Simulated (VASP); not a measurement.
# Pt (Fm-3m) in VASP: notebook

Runs on Pt. Level: r2SCAN. Tasks: relaxation of cell and atoms, vibrations by finite differences.

Everything below comes from runs of VASP 6.6.1. Logs are shortened: lines on timing, memory, paths and dates and some standing lists are left out, and cuts for length are marked.

## Step 1: The structure

The structure is cubic, space group Fm-3m (No. 225). Conventional cell: a = 3.922 Å, b = 3.922 Å, c = 3.922 Å, α = 90.00°, β = 90.00°, γ = 90.00°. Around Pt (site symmetry m-3m) lie 12 Pt at 2.77 Å.

## Step 2: Relaxation of cell and atoms, r2SCAN

INCAR

```
ALGO = Normal
EDIFF = 1E-7
EDIFFG = -0.002
ENCUT = 520
IBRION = 2
ISIF = 3
ISMEAR = 0
LASPH = T
LCHARG = F
LMIXTAU = T
LREAL = F
LWAVE = F
METAGGA = R2SCAN
NELM = 80
NSW = 80
PREC = Accurate
SIGMA = 0.1
```

KPOINTS

```
k-points
0
Gamma
  18 18 18
```

POSCAR

```
Pt
1.0
    0.0000000000      1.9609000000      1.9609000000
    1.9609000000      0.0000000000      1.9609000000
    1.9609000000      1.9609000000      0.0000000000
Pt
1
Direct
    0.0000000000      0.0000000000      0.0000000000
```

Potentials or basis: VASP PAW PBE potentials, release 64 (Pt).

Started as:

```console
$ cat potpaw_PBE.64/Pt/POTCAR > POTCAR
$ mpirun -np 1 vasp_std > vasp.out
```

OUTCAR:

```text
EDIFF = 1E-7
   EDIFFG = -0.002
   ENCUT = 520
   IBRION = 2
   ISIF = 3
   ISMEAR = 0
   LASPH = T
   LREAL = F
   METAGGA = R2SCAN
   NELM = 80
   NSW = 80
   PREC = Accurate

 ion  position               nearest neighbor table
   1  0.000  0.000  0.000-

  LATTYP: Found a face centered cubic cell.
 ALAT       =     3.9218000000

  Lattice vectors:

 A1 = (   0.0000000000,   1.9609000000,   1.9609000000)
 A2 = (   1.9609000000,   0.0000000000,   1.9609000000)
 A3 = (   1.9609000000,   1.9609000000,   0.0000000000)

Analysis of symmetry for initial positions (statically):
=====================================================================
 Subroutine PRICEL returns:
 Original cell was already a primitive cell.

 Routine SETGRP: Setting up the symmetry group for a
 face centered cubic supercell.

 Subroutine GETGRP returns: Found 48 space group operations
 (whereof 48 operations were pure point group operations)
 out of a pool of 48 trial point group operations.

The static configuration has the point symmetry O_h .

Analysis of symmetry for dynamics (positions and initial velocities):
=====================================================================
 Subroutine PRICEL returns:
 Original cell was already a primitive cell.

 Routine SETGRP: Setting up the symmetry group for a
 face centered cubic supercell.

 Subroutine GETGRP returns: Found 48 space group operations
 (whereof 48 operations were pure point group operations)
 out of a pool of 48 trial point group operations.

The dynamic configuration has the point symmetry O_h .

 Subroutine INISYM returns: Found 48 space group operations
 (whereof 48 operations are pure point group operations),
 and found     1 'primitive' translations

----------------------------------------------------------------------------------------

                                     Primitive cell

  volume of cell :      15.0798

  direct lattice vectors                    reciprocal lattice vectors
     0.000000000  1.960900000  1.960900000    -0.254984956  0.254984956  0.254984956
     1.960900000  0.000000000  1.960900000     0.254984956 -0.254984956  0.254984956
     1.960900000  1.960900000  0.000000000     0.254984956  0.254984956 -0.254984956

  length of vectors
     2.773131374  2.773131374  2.773131374     0.441646899  0.441646899  0.441646899

  position of ions in fractional coordinates (direct lattice)
     0.000000000  0.000000000  0.000000000

  ion indices of the primitive-cell ions
   primitive index   ion index
                 1           1

[... 100 lines left out ...]
   LEPSILON=     F    determine dielectric tensor
   LRPA    =     F    only Hartree local field effects (RPA)
 conjugate gradient relaxation of ions
 non-spin polarized calculation
 Gauss-broadening in eV      SIGMA  =   0.10
  energy-cutoff  :      520.00
  volume of cell :       15.08
 maximum number of plane-waves:       419
 NGX is ok and might be reduce to    24
   NGX = 11   NGY = 11   NGZ = 11

--------------------------------------- Ionic step        1  -------------------------------------------

 number of electron      10.0000000 magnetization

 Free energy of the ion-electron system (eV)
  ---------------------------------------------------
  ext. energy  EPLUGINS =         0.00000000
  ---------------------------------------------------
  free energy    TOTEN  =       -51.49803934 eV

  energy without entropy =      -51.48791326  energy(sigma->0) =      -51.49297630

------------------------ aborting loop because EDIFF is reached ----------------------------------------

  FORCE on cell =-STRESS in cart. coord.  units (eV):
  Direction    XX          YY          ZZ          XY          YZ          ZX
  --------------------------------------------------------------------------------------
  -------------------------------------------------------------------------------------
  Total        0.4442137      0.4442137      0.4442137     -0.0000000      0.0000000     -0.0000000
  in kB       47.1961100     47.1961100     47.1961100     -0.0000000      0.0000000     -0.0000000
  external PRESSURE =      47.1961100 kB  Pullay stress =       0.0000000 kB
[... 22 lines left out ...]
--------------------------------------- Ionic step        2  -------------------------------------------

 number of electron      10.0000000 magnetization

 E-fermi :   9.8355     XC(G=0): -14.1874

 val. band max:        9.8350360897   @ k =  -0.2778   0.3889   0.1667
 cond. band min:       9.8423964863   @ k =   0.5000   0.2778   0.0556
 fundamental gap:      0.0073603966
 Fermi energy:         9.8355145716

 k-point     1 :       0.0000    0.0000    0.0000
  band No.  band energies     occupation
      1       0.0631      2.00000
      2       6.3050      2.00000
      3       6.3050      2.00000
      4       6.3050      2.00000
      5       8.2472      2.00000
      6       8.2472      2.00000
      7      25.4733      0.00000
      8      30.2689      0.00000
      9      30.2689      0.00000
[... 339 lines left out ...]
  FREE ENERGIE OF THE ION-ELECTRON SYSTEM (eV)
  ---------------------------------------------------
  free  energy   TOTEN  =       -51.5016464263 eV

  energy  without entropy=      -51.4912763808  energy(sigma->0) =      -51.49646140

[... ionic steps 4 to 12 ...]

--------------------------------------- Ionic step       13  -------------------------------------------

 number of electron      10.0000001 magnetization

------------------------ aborting loop because EDIFF is reached ----------------------------------------
[... 65 lines left out ...]
--------------------------------------- Ionic step       15  -------------------------------------------

 number of electron      10.0000001 magnetization

 Free energy of the ion-electron system (eV)
  ---------------------------------------------------
  ext. energy  EPLUGINS =         0.00000000
  ---------------------------------------------------
  free energy    TOTEN  =       -51.50164777 eV

  energy without entropy =      -51.49128149  energy(sigma->0) =      -51.49646463

 E-fermi :  10.7036     XC(G=0): -14.5195

 val. band max:       10.7002577387   @ k =   0.4444   0.1111   0.0000
 cond. band min:      10.7036413108   @ k =  -0.2778   0.3889   0.1667
 fundamental gap:      0.0033835720
 Fermi energy:        10.7035664115

 k-point     1 :       0.0000    0.0000    0.0000
  band No.  band energies     occupation
      1       0.3959      2.00000
      2       6.8883      2.00000
      3       6.8883      2.00000
      4       6.8883      2.00000
      5       8.9942      2.00000
      6       8.9942      2.00000
      7      26.2289      0.00000
      8      31.3031      0.00000
      9      31.3031      0.00000
[... 304 lines left out ...]
  FREE ENERGIE OF THE ION-ELECTRON SYSTEM (eV)
  ---------------------------------------------------
  free  energy   TOTEN  =       -51.5016477734 eV

  energy  without entropy=      -51.4912814879  energy(sigma->0) =      -51.49646463

 reached required accuracy - stopping structural energy minimisation
```

CONTCAR:

```text
Pt
   1.00000000000000
     0.0000000000000000    1.9717224242108848    1.9717224242108848
     1.9717224242108848    0.0000000000000000    1.9717224242108848
     1.9717224242108848    1.9717224242108848    0.0000000000000001
  Pt
     1
Direct
     0.0000000000000000    0.0000000000000000    1.0000000000000000

  0.00000000E+00  0.00000000E+00  0.00000000E+00
```

It took 3.6 min on 1 thread of Intel Xeon 6975P-C (Granite Rapids), shared host; peak memory 0.18 GiB.

Results:

```yaml
Free_energy: -51.5016 eV
Relaxed_volume: 15.33 Å³/atom
Relaxed_cell: a = 2.788 Å, b = 2.788 Å, c = 2.788 Å, α = 60.00°, β = 60.00°, γ = 60.00°
Space_group_after_relaxing_to_0.05_Å: Fm-3m (No. 225)
Energy_gained_by_relaxing: 3.6 meV/atom
Ionic_steps: 15
Pressure_after_relaxing: 0.0 GPa
Band_gap_on_the_k_mesh: none (metal or under the smearing width)
```

The path:
| step | energy change (eV) | largest force (eV/Å) | pressure (GPa) | volume (Å³) |
| --- | --- | --- | --- | --- |
| 1 | 0.0000 | 0.0000 | 4.72 | 15.08 |
| 2 | 0.0238 | 0.0000 | -11.25 | 16.07 |
| 3 | -0.0036 | 0.0000 | -0.05 | 15.33 |
| 4 | -0.0036 | 0.0000 | 0.03 | 15.33 |
| 5 | -0.0036 | 0.0000 | 0.03 | 15.33 |
| 6 | -0.0036 | 0.0000 | 0.03 | 15.33 |
| 7 | -0.0036 | 0.0000 | 0.03 | 15.33 |
| 8 | -0.0036 | 0.0000 | 0.03 | 15.33 |
| 9 | -0.0036 | 0.0000 | 0.03 | 15.33 |
| 10 | -0.0036 | 0.0000 | 0.03 | 15.33 |
| 11 | -0.0036 | 0.0000 | 0.03 | 15.33 |
| 12 | -0.0036 | 0.0000 | 0.03 | 15.33 |
| 13 | -0.0036 | 0.0000 | 0.03 | 15.33 |
| 14 | -0.0036 | 0.0000 | 0.03 | 15.33 |
| 15 | -0.0036 | 0.0000 | 0.02 | 15.33 |

Final structure:
```
Pt
1.0
     0.00000    1.97172    1.97172
     1.97172    0.00000    1.97172
     1.97172    1.97172    0.00000
Pt
1
Direct
  0.00000 0.00000 0.00000
```

Caveat: the PAW data sets were made with another functional, which shifts forces and pressure a little. The run has no spin-orbit coupling, so splittings on Pt are missing.

## Step 3: Relaxation of cell and atoms, r2SCAN

This run uses another cell than the first one, of 15.33 Å³/atom, 1.017 times its volume.

INCAR is that of step 2.

KPOINTS is that of step 2.

POSCAR

```
Pt                                      
1.0
    0.0000000000      1.9717224242      1.9717224242
    1.9717224242      0.0000000000      1.9717224242
    1.9717224242      1.9717224242      0.0000000000
  Pt            
     1
Direct
     0.0000000000000000    0.0000000000000000    1.0000000000000000
```

Potentials or basis: VASP PAW PBE potentials, release 64 (Pt).

Started as:

```console
$ cat potpaw_PBE.64/Pt/POTCAR > POTCAR
$ mpirun -np 1 vasp_std > vasp.out
```

Wall time 43 s (1 thread of Intel Xeon 6975P-C (Granite Rapids), shared host); peak memory 0.17 GiB.

The run converged. Its results:

```
Free energy             : -51.5018 eV
Pressure after relaxing : 0.0 GPa
Band gap on the k mesh  : none (metal or under the smearing width)
```

Final structure:
```
Pt
1.0
     0.00000    1.97172    1.97172
     1.97172    0.00000    1.97172
     1.97172    1.97172    0.00000
Pt
1
Direct
  0.00000 0.00000 0.00000
```

Levels at points of the mesh, in eV from the Fermi level:
```
           k point  band 3  band 4  band 5  band 6  band 7  band 8
(0.00, 0.00, 0.00)   -3.82   -3.82   -1.71   -1.71   15.53   20.60
(0.50, 0.00, 0.00)   -3.91   -0.24    0.02    0.02    6.03   15.17
(0.50, 0.50, 0.00)   -0.06    0.50    0.50    1.98    9.16   11.97
```

Caveat: the relaxation stopped at its first step, so nothing moved; the PAW data sets were made with another functional, which shifts forces and pressure a little. The run has no spin-orbit coupling, so splittings on Pt are missing.

## Step 4: Vibrations by finite differences, r2SCAN

This run uses another cell than the first one, of 15.33 Å³/atom, 1.017 times its volume.

INCAR

```
SYSTEM = Pt
PREC = Accurate
ENCUT = 520
EDIFF = 1E-8
ISMEAR = 0
SIGMA = 0.1
LREAL = .False.
LASPH = .True.
NELM = 80
ALGO = Normal
ISIF = 3
LWAVE = .False.
LCHARG = .False.
METAGGA = R2SCAN
LMIXTAU = .True.
NBANDS = 11
IBRION = 6
NFREE = 2
POTIM = 0.015
NSW = 1
```

KPOINTS

```
regular mesh
0
Gamma
  18 18 18
  0 0 0
```

POSCAR, as its differences from that of step 3:

```diff
@@ -8,2 +8,2 @@
 Direct
-     0.0000000000000000    0.0000000000000000    1.0000000000000000
+     0.0000000000000000    0.0000000000000000    0.0000000000000000
```

Started as:

```console
$ cat potpaw_PBE.64/Pt/POTCAR > POTCAR
$ mpirun -np 1 vasp_std > vasp.out
```

Run time: 42 min. Hardware: 1 thread of Intel Xeon 6975P-C (Granite Rapids), shared host; peak memory 0.61 GiB.

The run converged. Its results:

| Item | Value |
| --- | --- |
| Elastic constants C11, C12, C44 | 327, 246, 55 GPa |
| Voigt bulk modulus | 273 GPa |

Elastic tensor in Voigt notation (GPa, in the Cartesian axes of the cell as first typed):
```
327 246 246   0   0   0
246 327 246   0   0   0
246 246 327   0   0   0
  0   0   0  55   0   0
  0   0   0   0  55   0
  0   0   0   0   0  55
```

Clamped-ion elastic tensor (GPa):
```
327 246 246   0   0   0
246 327 246   0   0   0
246 246 327   0   0   0
  0   0   0  55   0   0
  0   0   0   0  55   0
  0   0   0   0   0  55
```

Caveat: elastic constants of metals need much finer meshes, so these are rough; the PAW data sets were made with another functional, which shifts forces and pressure a little. The run has no spin-orbit coupling, so splittings on Pt are missing.
